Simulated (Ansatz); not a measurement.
Here is an Ansatz 0.2.0 calculation.

input.yaml

```yaml
crystal:
  lattice:
    - [0.0, 4.1175163063, 4.2628978354]
    - [2.3895119538, 0.0, 4.2628978354]
    - [2.3895119538, 4.1175163063, 0.0]
  atoms:
    - { symbol: Ti, position: [0.75, 0.75, 0.75] }
    - { symbol: Ti, position: [0.5, 0.5, 0.5] }
    - { symbol: Si, position: [0.41256561, 0.08743439, 0.41256561] }
    - { symbol: Si, position: [0.08743439, 0.41256561, 0.08743439] }
    - { symbol: Si, position: [0.16256561, 0.83743439, 0.16256561] }
    - { symbol: Si, position: [0.83743439, 0.16256561, 0.83743439] }
hamiltonian:
  xc: pbesol
  pseudopotentials: { kind: paw }
kpoints:
  mp_grid: { grid: [7, 7, 7] }
  band_path:
    path:
      - [[0.0, 0.0, 0.0], [0.5, 0.0, 0.5], [1.0, 0.5, 0.5], [0.5, 0.5, 0.0], [0.0, 0.0, 0.0], [0.0, 0.4127457158, 0.4127457158], [0.5, 0.2443551471, 0.7443551471], [0.5, 0.0, 0.5]]
      - [[1.0, 0.5, 0.5], [1.0, 0.5872542842, 0.5872542842]]
      - [[0.0, 0.4127457158, 0.4127457158], [0.5, 0.7556448529, 0.2556448529], [0.5, 0.5, 0.0]]
      - [[0.5, 0.5, 0.5], [0.0, 0.0, 0.0]]
    npoints: 14
scf:
  occupations: { method: fermi_dirac, width: 0.05 }
  n_extra_bands: 15
output:
  forces: true
  stress: true
  eigenvalues: true
  fatbands: false
```

Potentials or basis: Ansatz PAW.

Launch:

```sh
$ ansatz run input.yaml --threads 2 --pin off --max-ram 5632MiB --backend cpu --events-out ev --progress --plain --runs-dir out
```

Q: Predict the band gap on the k mesh.

A: None (metal or under the smearing width).

Q: What does it give for the pressure?

A: -2.0 GPa.

Q: What does it give for the largest force?

A: 0.048 eV/Å.

Levels at the corners of the path, in eV from the Fermi level:
| point | band 17 | band 18 | band 19 | band 20 | band 21 | band 22 | band 23 | band 24 |
| --- | --- | --- | --- | --- | --- | --- | --- | --- |
| Γ | -2.27 | -2.05 | -1.77 | -1.35 | -0.93 | 2.08 | 3.14 | 3.37 |
| Y | -2.34 | -2.34 | -0.87 | -0.87 | 1.28 | 1.28 | 3.32 | 3.32 |
| T | -1.11 | -1.11 | -0.65 | -0.65 | 0.85 | 0.85 | 2.30 | 2.30 |
| Z | -1.55 | -1.55 | -0.97 | -0.97 | 0.75 | 0.75 | 3.24 | 3.24 |
| Γ | -2.27 | -2.05 | -1.77 | -1.35 | -0.93 | 2.08 | 3.14 | 3.37 |
| X | -1.34 | -0.40 | 0.06 | 0.14 | 0.74 | 0.94 | 1.79 | 2.55 |
| A1 | -1.68 | -1.68 | -1.39 | -1.39 | 1.42 | 1.42 | 2.16 | 2.16 |
| Y | -2.34 | -2.34 | -0.87 | -0.87 | 1.28 | 1.28 | 3.32 | 3.32 |
| T | -1.11 | -1.11 | -0.65 | -0.65 | 0.85 | 0.85 | 2.30 | 2.30 |
| X1 | -1.34 | -0.40 | 0.06 | 0.14 | 0.74 | 0.94 | 1.79 | 2.55 |
| X | -1.34 | -0.40 | 0.06 | 0.14 | 0.74 | 0.94 | 1.79 | 2.55 |
| A | -1.68 | -1.68 | -1.39 | -1.39 | 1.42 | 1.42 | 2.16 | 2.16 |
| Z | -1.55 | -1.55 | -0.97 | -0.97 | 0.75 | 0.75 | 3.24 | 3.24 |
| L | -1.92 | -1.05 | -0.02 | 0.15 | 1.00 | 1.39 | 1.69 | 2.27 |
| Γ | -2.27 | -2.05 | -1.77 | -1.35 | -0.93 | 2.08 | 3.14 | 3.37 |

Caveat: the PAW data sets come from PBE, with cores solved anew for the run's functional, which leaves a small shift of forces and pressure.
